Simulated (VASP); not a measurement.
# BN: evGW0 quasiparticle levels with PBE

Crystal: BN.

```
N B
1.0
     0.00000    1.81300    1.81300
     1.81300    0.00000    1.81300
     1.81300    1.81300    0.00000
N B
1 1
Direct
  0.25000 0.25000 0.25000
  0.00000 0.00000 0.00000
```

The cell is a database's computed one.

* Program: VASP 6.6.1
* Task: evGW0 quasiparticle levels
* Functional: PBE
* Potentials or basis: VASP PAW PBE potentials, release 64 (N_GW, B_GW)
* Cutoff: 450 eV
* k mesh: 6 × 6 × 6
* Occupations: gaussian, width 0.01 eV
* Spin: no spin polarisation
* GW scheme: evGW0
* GW iterations: 4
* Cutoff of the response function: 120
* Frequency points: 50
* Empty bands: 35
* Further INCAR settings: ALGO = EVGW0; EDIFF = 1e-08; NBANDS = 39

```
Band gap on the k mesh, mean-field level : 4.45 eV, indirect (least direct gap 8.77 eV)
Quasiparticle gap                        : 6.04 eV
Least direct quasiparticle gap           : 11.12 eV
```

Levels at points of the mesh, in eV from the valence-band top:
```tsv
k point	band 2	band 3	band 4	band 5	band 6	band 7
(0.00, 0.00, 0.00)	0.00	0.00	0.00	8.77	8.77	8.77
(0.50, 0.00, 0.00)	-10.61	-1.93	-1.93	10.02	10.66	10.66
(0.50, 0.50, 0.00)	-8.86	-4.86	-4.86	4.45	9.17	17.79
```

Quasiparticle gap after each update of the energies (eV): 5.82, 6.01, 6.04, 6.04

Run time: 88 s on 1 thread of Intel(R) Xeon(R) Platinum 8488C (Sapphire Rapids) (shared host), peak memory 0.18 GiB.

Caveat: the k mesh is coarse (spacing up to 0.50 Å⁻¹), so the values aren't converged; bands, screening cutoff and mesh are small and nothing is extrapolated, so the quasiparticle values aren't converged. A k mesh can miss the band edges.
